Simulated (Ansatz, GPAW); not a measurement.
# Ballistic transport through pyrimidine-2,5-dithiol between two Al chains, from relaxation to T(E), part 2 of 4

How well does pyrimidine-2,5-dithiol between two Al chains conduct once its atoms have relaxed, and how much do cheaper levels lose?

GPAW 26.7.0 and Ansatz 0.2.0; Ansatz plane waves; relaxation of the junction with the lead ends held (the session's first sound run).

So far. Step 2 (Relaxation): The relaxation lowered the energy of the cell by 2.11 eV.

**3. Plane-wave reference (PBE)**

A plane-wave run comes first: its basis does not favour the atoms, so it serves as the reference for the orbital bases.

This step: Ansatz plane waves; Landauer transmission by layers, zero bias (Ansatz 0.2.0).

The input, input.yaml:

```yaml
crystal:
  lattice:
    - [14.4145223817, 0.0, 0.0]
    - [0.0, 9.0, 0.0]
    - [0.0, 0.0, 38.9919256656]
  atoms:
    - { symbol: Al, position: [0.5, 0.5, 0.0307756024] }
    - { symbol: Al, position: [0.5, 0.5, 0.0923268071] }
    - { symbol: Al, position: [0.5, 0.5, 0.1538780119] }
    - { symbol: Al, position: [0.5, 0.5, 0.2154292166] }
    - { symbol: Al, position: [0.5, 0.5, 0.2769804213] }
    - { symbol: Al, position: [0.5181220258, 0.373327656, 0.3373391923] }
    - { symbol: Al, position: [0.4641176824, 0.5087164083, 0.3951465306] }
    - { symbol: S, position: [0.3125069714, 0.4779566899, 0.4132316395] }
    - { symbol: C, position: [0.3718381361, 0.4945825177, 0.452101237] }
    - { symbol: "N", position: [0.4668388137, 0.4956737804, 0.4481353076] }
    - { symbol: "N", position: [0.3293725506, 0.509120799, 0.4822576295] }
    - { symbol: C, position: [0.5201699978, 0.5078083797, 0.4765632891] }
    - { symbol: C, position: [0.3827448563, 0.5233949023, 0.5100401513] }
    - { symbol: H, position: [0.5951938523, 0.5075997567, 0.4728041925] }
    - { symbol: H, position: [0.3462995982, 0.5385146244, 0.5344312865] }
    - { symbol: C, position: [0.4808282353, 0.5214193609, 0.5093551019] }
    - { symbol: S, position: [0.5519099029, 0.5470798828, 0.5460945435] }
    - { symbol: Al, position: [0.4675381516, 0.4710858199, 0.5942475196] }
    - { symbol: Al, position: [0.5491577268, 0.5295911626, 0.6574974648] }
    - { symbol: Al, position: [0.5, 0.5, 0.7230195787] }
    - { symbol: Al, position: [0.5, 0.5, 0.7845707834] }
    - { symbol: Al, position: [0.5, 0.5, 0.8461219881] }
    - { symbol: Al, position: [0.5, 0.5, 0.9076731929] }
    - { symbol: Al, position: [0.5, 0.5, 0.9692243976] }
kpoints:
  mp_grid: { grid: [1, 1, 2] }
hamiltonian:
  xc: pbe
scf:
  occupations: { method: fermi_dirac, width: 0.1 }
output:
  transmission:
    leads: [[0, 1]]
    e_range: [-2, 2]
    de: 0.025
    kmesh: [1, 1]
    reduced_basis: true
  write_potential: true
  write_density: true
  volumetric_format: npy
  elf: true
```

Launch:

```bash
ansatz run input.yaml --threads 4 --pin off --max-ram 8192MiB --backend cpu --events-out ev --progress --plain --runs-dir out
```

Numbers of over 12 decimals in the logs are rounded to 6 here.

The log of the run:

```text
[...]
Crystal: 24 atoms, lattice volume = 5058.450 Å³
Basis set: ecut = 420 eV, 98769 PW (Γ)
Bands: 65, of which v1, the nominal top of the filled ones, is band 41 counted from 1 (40 counted from 0)
Symmetry: 1 space group operations
[...]
k-points: 2
[...]
SCF iter   1: F=—  HF=-11107.579241 eV  |F-HF|=—  |Δ(HF+E_count)|=         —  Δρ=2.16e-3  dr2=1.45e0  ethr=1.77e-3  ⟨swp⟩=21.0  Hψ=1033  notcnv=0
[...]
SCF iter  13: F=-11107.381298 eV  HF=-11107.381298 eV  |F-HF|=3.64e-9  |Δ(HF+E_count)|=   9.00e-8  Δρ=4.83e-7  dr2=3.63e-8  ethr=1.22e-10  ⟨swp⟩=15.0  Hψ=421  notcnv=0
SCF 1 converged in 13 iterations: F = -11107.381298 eV  dr2 = 3.63e-8
[...]
transmission: 5 of 50 steps passed
transmission: 10 of 50 steps passed
[...]
transmission: 50 of 50 steps passed
WARN: The output density's exchange-correlation potential varies sharply where the density is thin. Do not read a vacuum level from v_tot or v_xc, or from such a field of the output density. On a cell that repeats whose density bears no net charge and no dipole along the vacuum's axis use v_es (v_loc + v_h of the components); under efield.dipole_correction with no amplitude use v_es + v_field, which holds any externa [...]
SCF converged after 13 iterations
Free energy (F): -11107.381298 eV
[...]
Internal energy: -11106.758862 eV  (E = F + TS)
E sigma→0 (E₀):  -11107.070080 eV
Entropy (-TS):   -0.622436 eV (-25.935 meV/atom)
Fermi energy:    -3.317299 eV
[...]
--- Band table (eV) ---
  k-point 0: bands = [... 37 lower, -3.6544, -3.5442, -3.5110, -3.3512, -3.3113, -3.1382, -3.0492, -2.8224, ... 20 higher]
  k-point 1: bands = [... 37 lower, -3.6545, -3.5402, -3.5111, -3.3628, -3.3106, -3.1052, -3.0558, -2.9105, ... 20 higher]
--- Transmission ---
  basis      : 1139 plane waves across, 50 finite elements along
  points     : 1, standing for a mesh of 1 x 1
  filling    : by the input's occupations and mesh, since the crystals that have channels conduct as metals do. If one of these is a semiconductor, that mesh has misplaced its level
  energies   : 161 from -2.000000 to 2.000000 eV about the Fermi level, 0.025000 eV apart; the leads are filled to 0.000000 eV, and channels, transmission and decay are at 0.000000 eV
  crystal 0  : Al1, at the sites [0, 1], period 2.4000 Å, over 24.00 Å; its Hamiltonian steps by up to 11.0 meV
    offset         : up to 0.0000 Å between an atom of the period and one for which it stands
    filled         : 12.9 meV over the level at which it is neutral
    channels       : 2.000000e0 a spin
    conductance    : 1.1945e14 S/m² at 300 K; may be off by some 0.0 % by where its bands' edges are placed, 0.0 % from the distance to neutral
  junction   : crystal 0 to crystal 0, 0.70 to 37.29 Å
    transmission   : 2.633848e-2 a spin
    conductance    : 1.6145e12 S/m² at 300 K (1.6143e12 on every other energy)
    error estimate : 0.0 % from the energy spacing and 0.0 % from band edges of the leads and from resonances (wavevectors taken as independent; lower de), 11.3 % from the steps of its leads' Hamiltonians or their offsets (lay more layers), 6.4 % from the distance to neutral
    resistance     : 6.1101e-1 Ω µm² beyond half of each lead's own
```

It took 4.4 h on 4 threads of Arm Neoverse N1, shared host; peak memory 6.6 GiB; 15 h of CPU time.

This step gave:

| Quantity | Value |
| --- | --- |
| free energy | -11107.3813 eV |
| lead level | 0 eV from the Fermi level |
| transmission at the Fermi level (one spin) | 0.02634 |
| open channels of the lead at the Fermi level (one spin) | 2 |
| step of the potential along the lead | 11 meV |
| offset of the lead | 0 Å |
| filling of the lead less its bulk value, in size | 12.9 meV |
| conductance | 0.02703 G₀ |

One spin. Transmission, zone mean against energy, zero at the Fermi level:

energy (eV), transmission, zone mean and a bar:
```
   -2.000       0.03 #
   -1.900       0.05 #
   -1.800       0.07 ##
   -1.700       0.01 
   -1.600       0.02 #
   -1.500       0.02 
   -1.400       0.01 
   -1.300       0.00 
   -1.200       0.00 
   -1.100       0.00 
   -1.000       0.00 
   -0.900       0.00 
   -0.800       0.00 
   -0.700       0.00 
   -0.600       0.00 
   -0.500       0.00 
   -0.400       0.00 
   -0.300       0.00 
   -0.200       0.01 
   -0.100       0.02 
    0.000       0.03 #
    0.100       0.04 #
    0.200       0.08 ##
    0.300       0.15 ####
    0.400       0.35 ##########
    0.500       0.71 ####################
    0.550       0.79 #######################
    0.600       0.71 #####################
    0.700       0.46 #############
    0.800       0.30 #########
    0.900       0.22 ######
    1.000       0.18 #####
    1.100       0.15 ####
    1.200       0.15 ####
    1.300       0.19 #####
    1.400       0.34 ##########
    1.500       0.72 #####################
    1.600       1.03 ##############################
    1.625       1.04 ##############################
    1.700       1.00 #############################
    1.800       0.93 ###########################
    1.900       0.88 #########################
    2.000       0.82 ########################
```

One spin. Open channels, zone mean against energy, zero at the Fermi level:

| energy (eV) | open channels, zone mean |
| --- | --- |
| -2.000 | 1 |
| -1.900 | 1 |
| -1.800 | 1 |
| -1.700 | 1 |
| -1.600 | 1 |
| -1.500 | 1 |
| -1.400 | 1 |
| -1.300 | 1 |
| -1.200 | 0 |
| -1.100 | 0 |
| -1.000 | 0 |
| -0.900 | 0 |
| -0.800 | 0 |
| -0.700 | 0 |
| -0.600 | 0 |
| -0.500 | 0 |
| -0.400 | 0 |
| -0.300 | 2 |
| -0.200 | 2 |
| -0.100 | 2 |
| 0.000 | 2 |
| 0.100 | 2 |
| 0.200 | 2 |
| 0.300 | 2 |
| 0.400 | 2 |
| 0.500 | 2 |
| 0.600 | 2 |
| 0.700 | 2 |
| 0.800 | 2 |
| 0.900 | 2 |
| 1.000 | 3 |
| 1.100 | 3 |
| 1.200 | 3 |
| 1.300 | 3 |
| 1.400 | 3 |
| 1.500 | 3 |
| 1.600 | 3 |
| 1.700 | 3 |
| 1.800 | 3 |
| 1.900 | 3 |
| 2.000 | 3 |

Crystal 0, spin -, k parallel (0, 0); distinct values, listed up to 1.5 1/Å. Im kz of the slowest decaying states against energy, zero at the Fermi level:

| energy (eV) | decay 1 (Å⁻¹) | decay 2 (Å⁻¹) | decay 3 (Å⁻¹) | decay 4 (Å⁻¹) |
| --- | --- | --- | --- | --- |
| -2.000 | 0.671 | 0.673 | 1.17 | 1.26 |
| -1.800 | 0.627 | 0.630 | 1.15 | 1.24 |
| -1.600 | 0.581 | 0.583 | 1.12 | 1.22 |
| -1.400 | 0.530 | 0.533 | 1.10 | 1.20 |
| -1.200 | 0.0353 | 0.474 | 0.477 | 1.07 |
| -1.000 | 0.0786 | 0.411 | 0.414 | 1.05 |
| -0.800 | 0.0996 | 0.335 | 0.339 | 1.02 |
| -0.600 | 0.112 | 0.237 | 0.243 | 0.999 |
| -0.400 | 0.00706 | 0.0520 | 0.119 | 0.973 |
| -0.200 | 0.121 | 0.945 | 1.06 | 1.09 |
| 0.000 | 0.119 | 0.917 | 1.03 | 1.07 |
| 0.200 | 0.113 | 0.888 | 1.01 | 1.04 |
| 0.400 | 0.101 | 0.858 | 0.982 | 1.02 |
| 0.600 | 0.0838 | 0.827 | 0.955 | 0.993 |
| 0.800 | 0.0537 | 0.794 | 0.927 | 0.966 |
| 1.000 | 0.760 | 0.898 | 0.938 | 0.971 |
| 1.200 | 0.725 | 0.869 | 0.909 | 0.943 |
| 1.400 | 0.687 | 0.838 | 0.879 | 0.915 |
| 1.600 | 0.648 | 0.806 | 0.849 | 0.886 |
| 1.800 | 0.606 | 0.773 | 0.817 | 0.856 |
| 2.000 | 0.560 | 0.738 | 0.784 | 0.824 |

Crystal 0, spin -, k parallel (0, 0). Table of Re kz of states that move upwards by energy, zero at the Fermi level:

| energy (eV) | channel 1 (Å⁻¹) | channel 2 (Å⁻¹) | channel 3 (Å⁻¹) |
| --- | --- | --- | --- |
| -2.000 | 1.13 | - | - |
| -1.900 | 1.15 | - | - |
| -1.800 | 1.16 | - | - |
| -1.700 | 1.18 | - | - |
| -1.600 | 1.20 | - | - |
| -1.500 | 1.22 | - | - |
| -1.400 | 1.24 | - | - |
| -1.300 | 1.27 | - | - |
| -1.200 | - | - | - |
| -1.100 | - | - | - |
| -1.000 | - | - | - |
| -0.900 | - | - | - |
| -0.800 | - | - | - |
| -0.700 | - | - | - |
| -0.600 | - | - | - |
| -0.500 | - | - | - |
| -0.400 | - | - | - |
| -0.300 | 0.159 | 0.168 | - |
| -0.200 | 0.231 | 0.237 | - |
| -0.100 | 0.286 | 0.290 | - |
| 0.000 | 0.331 | 0.335 | - |
| 0.100 | 0.371 | 0.375 | - |
| 0.200 | 0.408 | 0.411 | - |
| 0.300 | 0.441 | 0.444 | - |
| 0.400 | 0.472 | 0.474 | - |
| 0.500 | 0.501 | 0.503 | - |
| 0.600 | 0.528 | 0.530 | - |
| 0.700 | 0.554 | 0.556 | - |
| 0.800 | 0.579 | 0.581 | - |
| 0.900 | 0.603 | 0.605 | - |
| 1.000 | -1.26 | 0.626 | 0.627 |
| 1.100 | -1.24 | 0.648 | 0.650 |
| 1.200 | -1.22 | 0.669 | 0.671 |
| 1.300 | -1.20 | 0.690 | 0.692 |
| 1.400 | -1.19 | 0.710 | 0.712 |
| 1.500 | -1.17 | 0.730 | 0.731 |
| 1.600 | -1.16 | 0.749 | 0.750 |
| 1.700 | -1.15 | 0.767 | 0.769 |
| 1.800 | -1.14 | 0.785 | 0.787 |
| 1.900 | -1.12 | 0.803 | 0.805 |
| 2.000 | -1.11 | 0.821 | 0.822 |

The electrostatic potential energy of an electron (with the applied field's), less the Fermi level, planar mean oscillates, so the rows of the table below give means over windows of 2.31 Å about each position, cut where the curve ends. Its first 14 maxima inside the range that stand out by 2 % of the span (Å: eV): 2.5: 3.99, 4.8: 3.99, 7.2: 3.98, 9.5: 3.91, 12.0: 3.84, 14.3: 3.74, 16.9: 3.35, 18.1: 2.97, 19.4: 3.19, 20.5: 3.36, 22.2: 3.59, 24.4: 3.75, 27.0: 3.81, 29.5: 3.91. Its first 14 minima: 1.2: 3.49, 3.6: 3.49, 6.1: 3.49, 8.4: 3.46, 10.8: 3.39, 13.3: 3.37, 15.9: 2.65, 17.6: 2.54, 18.6: 2.48, 19.9: 2.60, 20.9: 3.08, 23.1: 3.28, 25.7: 3.25, 28.2: 3.35.

Table of electrostatic potential energy of an electron (with the applied field's), less the Fermi level, planar mean by z; means over each step:

| z (Å) | electrostatic potential energy of an electron (with the applied field's), less the Fermi level, planar mean (eV) |
| --- | --- |
| 1.16 | 3.70 |
| 3.46 | 3.69 |
| 5.77 | 3.69 |
| 8.08 | 3.67 |
| 10.39 | 3.60 |
| 12.70 | 3.56 |
| 15.01 | 3.26 |
| 17.32 | 2.91 |
| 19.63 | 2.92 |
| 21.94 | 3.32 |
| 24.25 | 3.49 |
| 26.56 | 3.53 |
| 28.87 | 3.60 |
| 31.18 | 3.68 |
| 33.49 | 3.69 |
| 35.80 | 3.69 |
| 38.11 | 3.64 |

The valence density, planar mean by z:

z (Å), valence density, planar mean (e/Å³) and a bar from the least value:
```
        0     0.0110 ##
        1     0.0081 
        2     0.0107 #
        3     0.0098 #
        4     0.0089 
        5     0.0109 ##
        6     0.0079 
        7     0.0110 ##
        8     0.0089 
        9     0.0100 #
       10     0.0103 #
       11     0.0085 
       12     0.0108 ##
       13     0.0089 #
       14     0.0109 ##
       15     0.0158 ####
       16     0.0370 ###############
       17     0.0446 ###################
       18     0.0576 ##########################
       19     0.0645 ##############################
       20     0.0514 #######################
       21     0.0378 ################
       22     0.0224 ########
       23     0.0089 #
       24     0.0100 #
       25     0.0097 #
       26     0.0083 
       27     0.0093 #
       28     0.0082 
       29     0.0105 #
       30     0.0100 #
       31     0.0089 #
       32     0.0110 ##
       33     0.0079 
       34     0.0109 ##
       35     0.0088 
       36     0.0098 #
       37     0.0106 #
       38     0.0081
```

Valence density in the ca plane at fractional y = 0.500, with atoms of Al and S and C and N and H within 0.2 Å of it. It is the smooth field of the valence electrons, not physical close to the nuclei.

Values in e/Å³, 13 rows by 16 columns, each cell a mean:
```
0.0 0.0 0.0 0.0 0.0 0.0 0.0 0.0 0.0 0.0 0.0 0.0 0.0 0.0 0.0 0.0
0.0 0.0 0.0 0.0 0.0 0.0 0.0 0.0 0.0 0.0 0.0 0.0 0.0 0.0 0.0 0.0
0.0 0.0 0.0 0.0 0.0 0.0 0.0 0.0 0.0 0.0 0.0 0.0 0.0 0.0 0.0 0.0
0.0 0.0 0.0 0.0 0.0 0.0 0.0 0.0 0.0 0.0 0.0 0.0 0.0 0.0 0.0 0.0
0.0 0.0 0.0 0.0 0.0 0.0 0.0 0.0 0.0 0.0 0.1 0.1 0.0 0.1 0.1 0.0
0.1 0.1 0.1 0.1 0.1 0.1 0.1 0.1 0.0 0.1 0.9 0.9 0.3 0.9 0.7 0.1
0.2 0.2 0.3 0.1 0.2 0.1 0.2 0.2 0.2 1.5 2.0 1.4 1.4 0.7 0.5 0.1
0.1 0.1 0.1 0.1 0.1 0.0 0.1 0.2 0.3 1.2 1.4 0.6 1.5 0.3 0.1 0.1
0.0 0.0 0.0 0.0 0.0 0.0 0.0 0.3 0.9 1.2 1.7 2.7 1.0 0.5 0.0 0.0
0.0 0.0 0.0 0.0 0.0 0.0 0.0 0.2 0.7 0.3 0.2 0.6 0.1 0.0 0.0 0.0
0.0 0.0 0.0 0.0 0.0 0.0 0.0 0.0 0.0 0.0 0.0 0.0 0.0 0.0 0.0 0.0
0.0 0.0 0.0 0.0 0.0 0.0 0.0 0.0 0.0 0.0 0.0 0.0 0.0 0.0 0.0 0.0
0.0 0.0 0.0 0.0 0.0 0.0 0.0 0.0 0.0 0.0 0.0 0.0 0.0 0.0 0.0 0.0
```
Columns run along c (16.0 Å, from fractional 0.20 to 0.61 of the cell), rows up along a (14.4 Å). Atoms in or near the plane, at fractional coordinates: Al at (0.22, 0.50), Al at (0.28, 0.50), Al at (0.40, 0.46), S at (0.41, 0.31), C at (0.45, 0.37), N at (0.45, 0.47), N at (0.48, 0.33), C at (0.48, 0.52), H at (0.47, 0.60), C at (0.51, 0.48).

Electrostatic potential energy in the ca plane at fractional y = 0.500, with atoms of Al and S and C and N and H within 0.2 Å of it. With pseudopotentials it is smooth inside the atoms' cores, unlike the true potential.

Ten even steps from '0' (-37 eV) to '9' (1 eV), each cell a mean:
```
99999999999999999999999999999999999999999999
99999999999999999999999999999999999999999999
99999999999999999999999999999999999999999999
99999999999999999999999999999999999999999999
99999999999999999999999999999999999999999999
99999999999999999999999999999999999999999999
99999999999999999999999999999999999999999999
99999999999999999999999999999999999999999999
99999999999999998789999999999999999988899999
99999999999999984058999744589999998654578998
98888998888999984126887300068888887456458865
88778886545787441002323522476545687544468745
98888864664561002444001688874564478877788745
99999874454674115787324899985444689999999876
99999988766774001664000689998778899999999999
99999999731023101000224558999999999999999999
99999999610005776212788889999999999999999999
99999999863358999999999999999999999999999999
99999999999999999999999999999999999999999999
99999999999999999999999999999999999999999999
99999999999999999999999999999999999999999999
99999999999999999999999999999999999999999999
99999999999999999999999999999999999999999999
99999999999999999999999999999999999999999999
```
Columns run along c (16.0 Å, from fractional 0.32 to 0.73 of the cell; values clipped at the 3rd and 97th percentile), rows up along a (14.4 Å). Atoms in or near the plane, at fractional coordinates: Al at (0.40, 0.46), S at (0.41, 0.31), C at (0.45, 0.37), N at (0.45, 0.47), N at (0.48, 0.33), C at (0.48, 0.52), H at (0.47, 0.60), C at (0.51, 0.48), Al at (0.72, 0.50).

ELF in the ca plane at fractional y = 0.500, with atoms of Al and S and C and N and H within 0.2 Å of it. It is the smooth field of the valence electrons, not physical close to the nuclei.

Ten even steps from '0' (0.00 × 1e-1) to '9' (9.97 × 1e-1), each cell a mean:
```
00000000000000000000000000000000000000000000
00000000000000000000000000000000000000000000
00000000000000000000000000000000000000000000
00000000000000000000000000000000000000000000
00000000000000000000000000000000000000000000
00000000000000000000000000001221100000000000
00000000000000000111100000024554321000000000
00000000026751001455420000157888753110001122
00111000069997102788863000378999875432222344
34553100059998203789885201489987677765445677
78885211126876424675787423689844269987447888
99853467767426856876788623899962389983425996
98231488626646634653567223598764478984326997
65222234677301588520135566898631246888667887
23688634534545634775115899998510024666655555
03688558746845856999502699997410001333322222
03676347634777732688500268875200000111100011
02689987401799830022100024542000000000000000
01468886200378620000000001210000000000000000
00134553100024310000000000000000000000000000
00001110000000000000000000000000000000000000
00000000000000000000000000000000000000000000
00000000000000000000000000000000000000000000
00000000000000000000000000000000000000000000
```
Columns run along c (16.0 Å, from fractional 0.37 to 0.78 of the cell), rows up along a (14.4 Å). Atoms in or near the plane, at fractional coordinates: Al at (0.40, 0.46), S at (0.41, 0.31), C at (0.45, 0.37), N at (0.45, 0.47), N at (0.48, 0.33), C at (0.48, 0.52), H at (0.47, 0.60), C at (0.51, 0.48), Al at (0.72, 0.50).

The largest of the program's own error estimates on the conductance is 11 %. T at the Fermi level is 0.0263 of 2 open channels a spin.

(Part 2 of 4 ends here.)

[Logs are printed without paths, hosts, clocks, repeated set-up lines and the standing remarks that a program may print on its own settings, such as how far it seeks lower states.]

[Hosts, paths, dates, database ids (printed as entryN), source tags and the programs' standing remarks are cut or masked in the printed files.]
